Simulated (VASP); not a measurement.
# Bi (P2_1/m) in VASP: core levels with PBEsol

Aim: the core levels of Bi with PBEsol.

Program: VASP 6.6.1. These are calculated values, not measurements. Logs are shortened: lines on timing, memory, paths and dates and some standing lists are left out, and cuts for length are marked.

**1. Starting point**

Symmetry: P2_1/m, No. 11, monoclinic system. The conventional cell has a = 4.613 Å, b = 4.578 Å, c = 6.812 Å, α = 90.00°, β = 102.82°, γ = 90.00°. Bi (site symmetry m) has 5 Bi at 3.11 to 3.32 Å as nearest neighbours. Around Bi (site symmetry m) lie 5 Bi at 3.11 to 3.32 Å.

This isn't the form of Bi at room conditions, which is rhombohedral.

**2. Core levels, PBEsol**

Contents of INCAR:

```
PREC     = Accurate       # precision mode
ENCUT    = 520            # plane-wave cutoff, eV
EDIFF    = 1E-7           # SCF threshold, eV
ISMEAR   = -1             # smearing method
SIGMA    = 0.05           # smearing width, eV
LREAL    = F              # projectors in reciprocal space
LASPH    = T              # aspherical terms in the spheres
NELM     = 80             # most SCF steps
ALGO     = Fast           # electronic algorithm
ISIF     = 2              # what is computed and relaxed
LWAVE    = F              # write WAVECAR
LCHARG   = F              # write CHGCAR
GGA      = PS             # functional
ICORELEVEL= 1
```

Contents of KPOINTS:

```
Automatic mesh
0
Gamma
  7 7 5
```

Contents of POSCAR:

```
Bi
1.0
    4.6132940000      0.0000000000      0.0000000000
    0.0000000000      4.5775710000      0.0000000000
   -1.5120120000      0.0000000000      6.6422180000
Bi
4
Direct
    0.8556860000      0.2500000000      0.7851790000
    0.1443140000      0.7500000000      0.2148210000
    0.6771670000      0.2500000000      0.3178960000
    0.3228330000      0.7500000000      0.6821040000
```

Potentials or basis: VASP PAW PBE potentials, release 64 (Bi_d).

Run with:

```console
$ cat potpaw_PBE.64/Bi_d/POTCAR > POTCAR
$ mpirun -np 1 vasp_std > vasp.out
```

OUTCAR:

```text
PREC = Accurate
   ENCUT = 520
   EDIFF = 1E-7
   ISMEAR = -1
   LREAL = F
   LASPH = T
   NELM = 80
   ISIF = 2
   GGA = PS

 ion  position               nearest neighbor table
   1  0.856  0.250  0.785-   3 3.11   4 3.32   4 3.32   4 3.32   4 3.32   2 3.72   2 3.72   3 3.90

   2  0.144  0.750  0.215-   4 3.11   3 3.32   3 3.32   3 3.32   3 3.32   1 3.72   1 3.72   4 3.90

   3  0.677  0.250  0.318-   1 3.11   2 3.32   2 3.32   2 3.32   2 3.32   1 3.90
   4  0.323  0.750  0.682-   2 3.11   1 3.32   1 3.32   1 3.32   1 3.32   2 3.90

  LATTYP: Found a simple monoclinic cell.
 ALAT       =     4.6132940000
 B/A-ratio  =     0.9922565091
 C/A-ratio  =     1.4766323549
 COS(beta)  =    -0.2219584714

  Lattice vectors:

 A1 = (   4.6132940000,   0.0000000000,   0.0000000000)
 A2 = (   0.0000000000,   4.5775710000,   0.0000000000)
 A3 = (  -1.5120120000,   0.0000000000,   6.6422180000)

Analysis of symmetry for initial positions (statically):
=====================================================================
 Subroutine PRICEL returns:
 Original cell was already a primitive cell.

 Routine SETGRP: Setting up the symmetry group for a
 simple monoclinic supercell.

 Subroutine GETGRP returns: Found  4 space group operations
 (whereof  2 operations were pure point group operations)
 out of a pool of  4 trial point group operations.

The static configuration has the point symmetry S_2 .
 The point group associated with its full space group is C_2h.

Analysis of symmetry for dynamics (positions and initial velocities):
=====================================================================
 Subroutine PRICEL returns:
 Original cell was already a primitive cell.

 Routine SETGRP: Setting up the symmetry group for a
 simple monoclinic supercell.

 Subroutine GETGRP returns: Found  4 space group operations
 (whereof  2 operations were pure point group operations)
 out of a pool of  4 trial point group operations.

The dynamic configuration has the point symmetry S_2 .
 The point group associated with its full space group is C_2h.

 Subroutine INISYM returns: Found  4 space group operations
 (whereof  2 operations are pure point group operations),
 and found     1 'primitive' translations

----------------------------------------------------------------------------------------

                                     Primitive cell

  volume of cell :     140.2682

  direct lattice vectors                    reciprocal lattice vectors
     4.613294000  0.000000000  0.000000000     0.216764854  0.000000000  0.049343617
     0.000000000  4.577571000  0.000000000     0.000000000  0.218456470  0.000000000
    -1.512012000  0.000000000  6.642218000     0.000000000  0.000000000  0.150552120

  length of vectors
     4.613294000  4.577571000  6.812139183     0.222310131  0.218456470  0.150552120

  position of ions in fractional coordinates (direct lattice)
     0.855686000  0.250000000  0.785179000
     0.144314000  0.750000000  0.214821000
     0.677167000  0.250000000  0.317896000
     0.322833000  0.750000000  0.682104000

  ion indices of the primitive-cell ions
   primitive index   ion index
                 1           1
                 2           2
                 3           3
                 4           4

----------------------------------------------------------------------------------------

 KPOINTS: Automatic mesh

Automatic generation of k-mesh.
 Grid dimensions read from file:
 generate k-points for:    7    7    5

 Generating k-lattice:

  Cartesian coordinates                     Fractional coordinates (reciprocal lattice)
     0.030966408  0.000000000  0.007049088     0.142857143  0.000000000  0.000000000
     0.000000000  0.031208067  0.000000000     0.000000000  0.142857143  0.000000000
     0.000000000  0.000000000  0.030110424     0.000000000  0.000000000  0.200000000

  Length of vectors
     0.031758590  0.031208067  0.030110424

  Shift w.r.t. Gamma in fractional coordinates (k-lattice)
     0.000000000  0.000000000  0.000000000

 Subroutine IBZKPT returns following result:
 ===========================================

 Found     72 irreducible k-points:

 Following reciprocal coordinates:
            Coordinates               Weight
  0.000000  0.000000  0.000000      1.000000
  0.142857  0.000000 -0.000000      2.000000
  0.285714  0.000000 -0.000000      2.000000
  0.428571  0.000000 -0.000000      2.000000
  0.000000  0.142857  0.000000      2.000000
  0.142857  0.142857 -0.000000      4.000000
[... 16 lines left out ...]
 -0.142857  0.000000  0.200000      2.000000
  0.000000  0.142857  0.200000      4.000000
 [... further k-points ...]
   k-points           NKPTS =     72   k-points in BZ     NKDIM =     72   number of bands    NBANDS=     36
   number of dos      NEDOS =    301   number of ions     NIONS =      4
   total plane-waves  NPLWV =  69984
   dimension x,y,z NGX =    36 NGY =   36 NGZ =   54
   dimension x,y,z NGXF=    72 NGYF=   72 NGZF=  108
   ions per type =               4
   NGX,Y,Z   is equivalent  to a cutoff of  12.97, 13.07, 13.18 a.u.
   NGXF,Y,Z  is equivalent  to a cutoff of  25.95, 26.15, 26.36 a.u.
 SYSTEM =  unknown system
   PREC   = accura    normal or accurate (medium, high low for compatibility)
   ISTART =      0    job   : 0-new  1-cont  2-samecut
   ICHARG =      2    charge: 1-file 2-atom 10-const
   ISPIN  =      1    spin polarized calculation?
   LNONCOLLINEAR =      F non collinear calculations
   LSORBIT =      F    spin-orbit coupling
   LASPH  =      T    aspherical Exc in radial PAW
   ENCUT  =  520.0 eV  38.22 Ry    6.18 a.u.   8.58  8.51 12.67*2*pi/ulx,y,z
   NELM   =     80;   NELMIN=  2; NELMDL= -5     # of ELM steps
   EDIFF  = 0.1E-06   stopping-criterion for ELM
   LREAL  =      F    real-space projection
   EDIFFG = 0.1E-05   stopping-criterion for IOM
   NSW    =      0    number of steps for IOM
   IBRION =     -1    ionic relax: 0-MD 1-quasi-New 2-CG
   NFREE  =      0    steps in history (QN), initial steepest desc. (CG)
   ISIF   =      2    stress and relaxation
   ISYM   =      2    0-nonsym 1-usesym 2-fastsym
   POTIM  = 0.5000    time-step for ionic-motion
   TEBEG  =    0.0;   TEEND  =   0.0 temperature during run
   PSTRESS=    0.0 pullay stress
   NELECT =      60.0000    total number of electrons
   NUPDOWN=      -1.0000    fix difference up-down
   EMIN   =  10.00;   EMAX   =-10.00  energy-range for DOS
   EFERMI =   0.00;   METHOD = LEGACY
   ISMEAR =    -1;   SIGMA  =   0.05  broadening in eV -4-tet -1-fermi 0-gaus
   EFERMI_NEDOS =   21; number of points for ismear=-14 and -15
   IALGO  =     68    algorithm
   IMIX   =      4    mixing-type and parameters
     AMIX     =   0.40;   BMIX     =  1.00
     AMIX_MAG =   1.60;   BMIX_MAG =  1.00
  volume/ion in A,a.u.               =      35.07       236.64
  Fermi-wavevector in a.u.,A,eV,Ry     =   1.233499  2.330975 20.701533  1.521520
  Thomas-Fermi vector in A             =   2.368227
   LORBIT       =      0    0 simple, 1 ext, 2 COOP (PROOUT), +10 PAW based schemes
   GGA     = PS    functional components
   LHFCALC =     F    Hartree Fock is set to
   AEXX    =    0.0000 exact exchange contribution
   IVDW    =     0    specifies the selected vdW correction
   LEPSILON=     F    determine dielectric tensor
   LRPA    =     F    only Hartree local field effects (RPA)
 non-spin polarized calculation
 RMM-DIIS sequential band-by-band and
  energy-cutoff  :      520.00
  volume of cell :      140.27
 maximum number of plane-waves:      3800
   NGX = 17   NGY = 17   NGZ = 25

 number of electron      60.0000005 magnetization

 Free energy of the ion-electron system (eV)
  ---------------------------------------------------
  ext. energy  EPLUGINS =         0.00000000
  ---------------------------------------------------
  free energy    TOTEN  =       -16.98622865 eV

  energy without entropy =      -16.97284799  energy(sigma->0) =      -16.97953832

 the core state eigenenergies are
   1-  1s -90629.1368  2s -16271.8666  2p -13912.2317  3s  -3919.8108  3p  -3246.0396
       3d  -2570.9650  4s   -891.5313  4p   -670.8617  4d   -419.0988  4f   -141.8761
       5s   -146.9532  5p    -85.0391
   2-  1s -90629.1368  2s -16271.8666  2p -13912.2317  3s  -3919.8108  3p  -3246.0396
       3d  -2570.9650  4s   -891.5313  4p   -670.8617  4d   -419.0988  4f   -141.8761
       5s   -146.9532  5p    -85.0391
   3-  1s -90629.2590  2s -16271.9850  2p -13912.3504  3s  -3919.9287  3p  -3246.1575
       3d  -2571.0827  4s   -891.6484  4p   -670.9788  4d   -419.2158  4f   -141.9930
       5s   -147.0688  5p    -85.1547
   4-  1s -90629.2590  2s -16271.9850  2p -13912.3504  3s  -3919.9287  3p  -3246.1575
       3d  -2571.0827  4s   -891.6484  4p   -670.9788  4d   -419.2158  4f   -141.9930
       5s   -147.0688  5p    -85.1547

 E-fermi :   6.2428     XC(G=0):  -9.7660

 val. band max:        6.2386744888   @ k =  -0.1429   0.1429   0.2000
 cond. band min:       6.2562912251   @ k =   0.4286   0.0000   0.2000
 fundamental gap:      0.0176167364
 Fermi energy:         6.2428125352

 k-point     1 :       0.0000    0.0000    0.0000
  band No.  band energies     occupation
      1     -16.5999      2.00000
      2     -16.5938      2.00000
      3     -16.5826      2.00000
      4     -16.5393      2.00000
      5     -16.5159      2.00000
      6     -16.5064      2.00000
[... 28 lines left out ...]
     35       9.6772      0.00000
     36       9.7586      0.00000

 k-point     2 :       0.1429    0.0000   -0.0000
  band No.  band energies     occupation
      1     -16.5921      2.00000
      2     -16.5878      2.00000
      3     -16.5777      2.00000
      4     -16.5429      2.00000
      5     -16.5094      2.00000
      6     -16.4997      2.00000
[... 28 lines left out ...]
     35       9.5102      0.00000
     36       9.8421      0.00000

 k-point     3 :       0.2857    0.0000   -0.0000
  band No.  band energies     occupation
      1     -16.5868      2.00000
      2     -16.5646      2.00000
      3     -16.5527      2.00000
      4     -16.5524      2.00000
      5     -16.5013      2.00000
      6     -16.4935      2.00000
[... 28 lines left out ...]
     35       8.9064      0.00000
     36       9.6505      0.00000

 k-point     4 :       0.4286    0.0000   -0.0000
  band No.  band energies     occupation
      1     -16.5777      2.00000
      2     -16.5656      2.00000
      3     -16.5409      2.00000
      4     -16.5189      2.00000
      5     -16.4992      2.00000
      6     -16.4969      2.00000
[... 28 lines left out ...]
     35       8.7502      0.00000
     36       9.6035      0.00000

 k-point     5 :       0.0000    0.1429    0.0000
  band No.  band energies     occupation
      1     -16.5924      2.00000
      2     -16.5880      2.00000
      3     -16.5761      2.00000
      4     -16.5427      2.00000
      5     -16.5115      2.00000
      6     -16.5052      2.00000
[... 28 lines left out ...]
     35       9.5776      0.00000
     36       9.7917      0.00000

 k-point     6 :       0.1429    0.1429   -0.0000
  band No.  band energies     occupation
      1     -16.5943      2.00000
      2     -16.5732      2.00000
      3     -16.5702      2.00000
      4     -16.5465      2.00000
      5     -16.5062      2.00000
      6     -16.5019      2.00000
[... 28 lines left out ...]
     35       9.8260      0.00000
     36      10.0390      0.00000

 k-point     7 :       0.2857    0.1429   -0.0000
  band No.  band energies     occupation
      1     -16.5901      2.00000
      2     -16.5573      2.00000
      3     -16.5553      2.00000
      4     -16.5408      2.00000
      5     -16.5018      2.00000
      6     -16.4980      2.00000
[... 28 lines left out ...]
     35       9.2665      0.00000
     36      10.2963      0.00000

 k-point     8 :       0.4286    0.1429   -0.0000
  band No.  band energies     occupation
      1     -16.5812      2.00000
      2     -16.5693      2.00000
      3     -16.5380      2.00000
      4     -16.5217      2.00000

------------------------ aborting loop because EDIFF is reached ----------------------------------------

  FORCE on cell =-STRESS in cart. coord.  units (eV):
  Direction    XX          YY          ZZ          XY          YZ          ZX
  --------------------------------------------------------------------------------------
  -------------------------------------------------------------------------------------
  Total       -2.5565782     -2.2580820     -1.8525891      0.0000000      0.0000000      0.0750047
  in kB      -29.2018462    -25.7923517    -21.1607146      0.0000000      0.0000000      0.8567220
  external PRESSURE =     -25.3849709 kB  Pullay stress =       0.0000000 kB

 VOLUME and BASIS-vectors are now :
 -----------------------------------------------------------------------------
  energy-cutoff  :      520.00
  volume of cell :      140.27
      direct lattice vectors                 reciprocal lattice vectors
     4.613294000  0.000000000  0.000000000     0.216764854  0.000000000  0.049343617
     0.000000000  4.577571000  0.000000000     0.000000000  0.218456470  0.000000000
    -1.512012000  0.000000000  6.642218000     0.000000000  0.000000000  0.150552120

 POSITION                                       TOTAL-FORCE (eV/Angst)
 -----------------------------------------------------------------------------------
      2.76033      1.14439      5.21533        -0.054365      0.000000     -0.135273
      0.34095      3.43318      1.42689         0.054365     -0.000000      0.135273
      2.64331      1.14439      2.11153        -0.019478      0.000000     -0.127400
      0.45797      3.43318      4.53068         0.019478      0.000000      0.127400
 -----------------------------------------------------------------------------------
    total drift:                                0.000000      0.000000     -0.000000

  FREE ENERGIE OF THE ION-ELECTRON SYSTEM (eV)
  ---------------------------------------------------
  free  energy   TOTEN  =       -16.9862286456 eV

  energy  without entropy=      -16.9728479914  energy(sigma->0) =      -16.97953832
```

Wall time 3.4 min (1 thread of Intel Xeon 6975P-C (Granite Rapids), shared host); peak memory 0.41 GiB.

What came out:

- Free energy: -16.9862 eV
- Pressure: -2.5 GPa
- Largest force: 0.146 eV/Å
- Band gap on the k mesh: none (metal or under the smearing width)

Forces on the atoms (eV/Å):
```
Bi  -0.054  0.000 -0.135
Bi   0.054  0.000  0.135
Bi  -0.019  0.000 -0.127
Bi   0.019  0.000  0.127
```

Stress tensor (GPa, compression positive):
```
-2.92  0.00  0.09
 0.00 -2.58  0.00
 0.09  0.00 -2.12
```

Core levels (eV, on the scale of the bands):
| atom | levels |
| --- | --- |
| 1 Bi | 1s -90629.1, 2s -16271.9, 2p -13912.2, 3s -3919.8, 3p -3246.0, 3d -2571.0, 4s -891.5, 4p -670.9, 4d -419.1, 4f -141.9, 5s -147.0, 5p -85.0 |
| 2 Bi | 1s -90629.1, 2s -16271.9, 2p -13912.2, 3s -3919.8, 3p -3246.0, 3d -2571.0, 4s -891.5, 4p -670.9, 4d -419.1, 4f -141.9, 5s -147.0, 5p -85.0 |
| 3 Bi | 1s -90629.3, 2s -16272.0, 2p -13912.4, 3s -3919.9, 3p -3246.2, 3d -2571.1, 4s -891.6, 4p -671.0, 4d -419.2, 4f -142.0, 5s -147.1, 5p -85.2 |
| 4 Bi | 1s -90629.3, 2s -16272.0, 2p -13912.4, 3s -3919.9, 3p -3246.2, 3d -2571.1, 4s -891.6, 4p -671.0, 4d -419.2, 4f -142.0, 5s -147.1, 5p -85.2 |

Caveat: the PAW data sets were made with another functional, which shifts forces and pressure a little; spin-orbit coupling is left out, which moves the levels of the heavy elements.
